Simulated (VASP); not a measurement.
Write the native input for VASP 6.6.1 that does the following.

| Item | Value |
| --- | --- |
| Task | relaxation of cell and atoms |
| Functional | r2SCAN |
| Dispersion | rVV10 |
| Potentials or basis | VASP PAW PBE potentials, release 64 (Al, Ni) |
| Cutoff | 600 eV |
| k mesh | 14 × 14 × 14 |
| Occupations | gaussian, width 0.1 eV |
| Spin | collinear spin, ferromagnetic start |
| Starting moments | [0.0, 1.0] μB |
| Further INCAR settings | ALGO = Normal; EDIFF = 1e-07; IBRION = 2; EDIFFG = -0.005; NSW = 90; ISIF = 3 |

The structure of AlNi lies in POSCAR:

```
AlNi
1.0
    2.8597112900      0.0000000000      0.0000000000
    0.0000000000      2.8597112900      0.0000000000
    0.0000000000      0.0000000000      2.8597112900
Al Ni
1 1
Direct
    0.5000000000      0.5000000000      0.5000000000
    0.0000000000      0.0000000000      0.0000000000
```

The cell comes from a database or a generator and needn't be the stable form of this composition.

These files were run (other wordings do the same):

INCAR

```
SYSTEM = AlNi
  PREC = Accurate
  ENCUT = 600
  EDIFF = 1E-7
  ISMEAR = 0
  SIGMA = 0.1
  LREAL = .FALSE.
  LASPH = .TRUE.
  NELM = 150
  ALGO = Normal
  ISIF = 3
  LWAVE = .FALSE.
  LCHARG = .FALSE.
  ISPIN = 2
  MAGMOM = 0 1
  LORBIT = 11
  LMAXMIX = 4
  METAGGA = R2SCAN
  LMIXTAU = .TRUE.
  LUSE_VDW = .TRUE.
  IVDW_NL = 2
  BPARAM = 11.95
  CPARAM = 0.0093
  IBRION = 2
  NSW = 90
  EDIFFG = -0.005
```

KPOINTS

```
Automatic mesh
0
G
  14 14 14
  0 0 0
```

Potentials or basis: VASP PAW PBE potentials, release 64 (Al, Ni).

Launch:

```sh
$ cat potpaw_PBE.64/Al/POTCAR potpaw_PBE.64/Ni/POTCAR > POTCAR
$ mpirun -np 1 vasp_std > vasp.out
```

It gave:

```
Relaxed volume                                        : 11.65 Å³/atom
Relaxed cell                                          : a = 2.856 Å, b = 2.856 Å, c = 2.856 Å, α = 90.00°, β = 90.00°, γ = 90.00°
Space group after relaxing (to 0.05 Å)                : Pm-3m (No. 221)
Energy gained by relaxing                             : 0.1 meV/atom
Ionic steps                                           : 3
Pressure after relaxing                               : 0.0 GPa
Band gap on the k mesh                                : none (metal or under the smearing width)
Net moment                                            : 0.00 μB per cell
Valence electrons inside the program's atomic spheres : Al 0.82; Ni 9.56
```

Caveat: the PAW data sets were made with another functional, which shifts forces and pressure a little.

It took 3.7 min on 1 thread of Intel(R) Xeon(R) 6975P-C (Granite Rapids), on a shared host, peak memory 0.28 GiB.
